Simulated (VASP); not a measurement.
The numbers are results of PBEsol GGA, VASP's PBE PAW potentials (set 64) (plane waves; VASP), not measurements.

VASP ran on this input.

**INCAR**
```
# general
SYSTEM  = CsPbI3
PREC    = Accurate
ENCUT   = 520   # plane-wave cut-off (eV)
LREAL   = .FALSE.
LASPH   = .TRUE.

# electronic loop
EDIFF   = 1E-6   # SCF stop (eV)
NELM    = 100   # most electronic steps
ALGO    = Normal
LMAXMIX = 4

# smearing
ISMEAR  = 0   # Gaussian
SIGMA   = 0.05   # width (eV)

# functional
GGA     = PS   # PBEsol

# ions
IBRION  = 2   # conjugate gradients
NSW     = 60
ISIF    = 3   # ions, shape and volume
EDIFFG  = -0.02   # ionic stop

# output
LWAVE   = .FALSE.
LCHARG  = .FALSE.
```

**POSCAR**
```
CsPbI3
1
    6.2597240995    -0.0000000000     0.0000000000
   -0.0000000000     6.2597240995    -0.0000000000
   -0.0000000000    -0.0000000000     6.2597240995
Cs Pb I
1 1 3
Direct
  0.0000000000   0.0000000000   0.0000000000
  0.5000000000   0.5000000000   0.5000000000
  0.5000000000   0.0000000000   0.5000000000
  0.0000000000   0.5000000000   0.5000000000
  0.5000000000   0.5000000000   0.0000000000
```

### KPOINTS
```
Automatic mesh
0
Gamma
3 3 3
0 0 0
```

POTCAR, in this order: Cs_sv Pb_d I (PBE.64 set). Program: vasp_std.

What VASP printed:

**OSZICAR**
```
       N       E                     dE             d eps       ncg     rms          rms(c)
DAV:   1     0.364223827773E+03    0.36422E+03   -0.17745E+04   208   0.144E+03
DAV:   2     0.251665252222E+02   -0.33906E+03   -0.33183E+03   254   0.312E+02
DAV:   3    -0.138701522972E+02   -0.39037E+02   -0.38943E+02   256   0.112E+02
DAV:   4    -0.154332187240E+02   -0.15631E+01   -0.15614E+01   296   0.303E+01
DAV:   5    -0.154840878711E+02   -0.50869E-01   -0.50864E-01   258   0.367E+00    0.372E+00
DAV:   6    -0.152321450321E+02    0.25194E+00   -0.49704E-01   286   0.513E+00    0.245E+00
DAV:   7    -0.152053831873E+02    0.26762E-01   -0.33531E-01   280   0.296E+00    0.961E-01
DAV:   8    -0.152076111466E+02   -0.22280E-02   -0.45438E-02   218   0.178E+00    0.243E-01
DAV:   9    -0.152076925297E+02   -0.81383E-04   -0.46595E-03   284   0.596E-01    0.857E-02
DAV:  10    -0.152078698259E+02   -0.17730E-03   -0.78284E-04   240   0.221E-01    0.297E-02
DAV:  11    -0.152079218067E+02   -0.51981E-04   -0.25255E-04   228   0.902E-02    0.331E-02
DAV:  12    -0.152079210714E+02    0.73522E-06   -0.17412E-05   280   0.223E-02    0.183E-02
DAV:  13    -0.152079203532E+02    0.71823E-06   -0.32782E-06   184   0.121E-02
   1 F= -.15207920E+02 E0= -.15207920E+02  d E =-.152079E+02
       N       E                     dE             d eps       ncg     rms          rms(c)
DAV:   1    -0.153269511761E+02   -0.11903E+00   -0.29737E+00   264   0.171E+01    0.175E+00
DAV:   2    -0.152350394883E+02    0.91912E-01   -0.17966E-01   236   0.450E+00    0.668E-01
DAV:   3    -0.152156556681E+02    0.19384E-01   -0.73572E-02   266   0.243E+00    0.280E-01
DAV:   4    -0.152155158483E+02    0.13982E-03   -0.12476E-03   214   0.228E-01    0.218E-01
DAV:   5    -0.152154215242E+02    0.94324E-04   -0.72388E-04   274   0.213E-01    0.572E-02
DAV:   6    -0.152154227611E+02   -0.12368E-05   -0.75301E-05   234   0.841E-02    0.581E-03
DAV:   7    -0.152154238648E+02   -0.11037E-05   -0.53158E-06   214   0.132E-02    0.463E-03
DAV:   8    -0.152154237248E+02    0.13995E-06   -0.58094E-07   146   0.522E-03
   2 F= -.15215424E+02 E0= -.15215424E+02  d E =-.750337E-02
       N       E                     dE             d eps       ncg     rms          rms(c)
DAV:   1    -0.152276679485E+02   -0.12244E-01   -0.31631E-01   264   0.569E+00    0.565E-01
DAV:   2    -0.152180011595E+02    0.96668E-02   -0.18814E-02   236   0.145E+00    0.218E-01
DAV:   3    -0.152159409417E+02    0.20602E-02   -0.78126E-03   266   0.799E-01    0.900E-02
DAV:   4    -0.152159303685E+02    0.10573E-04   -0.13187E-04   226   0.750E-02    0.723E-02
DAV:   5    -0.152159248505E+02    0.55180E-05   -0.74306E-05   268   0.682E-02    0.187E-02
DAV:   6    -0.152159258681E+02   -0.10176E-05   -0.84901E-06   218   0.284E-02    0.180E-03
DAV:   7    -0.152159259159E+02   -0.47738E-07   -0.48688E-07   136   0.440E-03
   3 F= -.15215926E+02 E0= -.15215926E+02  d E =-.800556E-02
```

File OUTCAR:
```
------------------------ aborting loop because EDIFF is reached ----------------------------------------
  FORCE on cell =-STRESS in cart. coord.  units (eV):
  Direction    XX          YY          ZZ          XY          YZ          ZX
  --------------------------------------------------------------------------------------
  Total       -0.0009556     -0.0009556     -0.0009556     -0.0000000     -0.0000000      0.0000000
  in kB       -0.0063981     -0.0063981     -0.0063981     -0.0000000     -0.0000000      0.0000000
  external PRESSURE =      -0.0063981 kB  Pullay stress =       0.0000000 kB
  volume of cell :      239.29
      direct lattice vectors                 reciprocal lattice vectors
     6.208292844  0.000000000  0.000000000     0.161074876 -0.000000000 -0.000000000
     0.000000000  6.208292844 -0.000000000    -0.000000000  0.161074876 -0.000000000
     0.000000000  0.000000000  6.208292844    -0.000000000  0.000000000  0.161074876
 POSITION                                       TOTAL-FORCE (eV/Angst)
 -----------------------------------------------------------------------------------
      0.00000      0.00000      0.00000         0.000000     -0.000000      0.000000
      3.10415      3.10415      3.10415        -0.000000      0.000000      0.000000
      3.10415      0.00000      3.10415         0.000000     -0.000000      0.000000
      0.00000      3.10415      3.10415         0.000000     -0.000000      0.000000
      3.10415      3.10415      0.00000         0.000000     -0.000000      0.000000
 -----------------------------------------------------------------------------------
    total drift:                                0.000000     -0.000000     -0.000000
  FREE ENERGIE OF THE ION-ELECTRON SYSTEM (eV)
  ---------------------------------------------------
  free  energy   TOTEN  =       -15.2159259159 eV

  energy  without entropy=      -15.2159259159  energy(sigma->0) =      -15.21592592

 reached required accuracy - stopping structural energy minimisation
```
(Selected blocks of OUTCAR.)

### CONTCAR
```
CsPbI3
   1.00000000000000
     6.2082928438709102    0.0000000000000000    0.0000000000000000
     0.0000000000000000    6.2082928438709102   -0.0000000000000000
     0.0000000000000000    0.0000000000000000    6.2082928438709102
  Cs              Pb              I
     1     1     3
Direct
     0.0000000000000000    0.0000000000000000    0.0000000000000000
     0.5000000000000000    0.5000000000000000    0.5000000000000000
     0.5000000000000000    0.0000000000000000    0.5000000000000000
     0.0000000000000000    0.5000000000000000    0.5000000000000000
     0.5000000000000000    0.5000000000000000    0.0000000000000000
```

Energy and stress use the plane-wave basis of the starting cell.

The compound is CsPbI3 in the cubic perovskite structure, the ideal cubic form; the compound distorts at low or room temperature. This run relaxes it. Symmetry was kept, so distortions that lower it aren't found. The start is the result of an earlier pass.
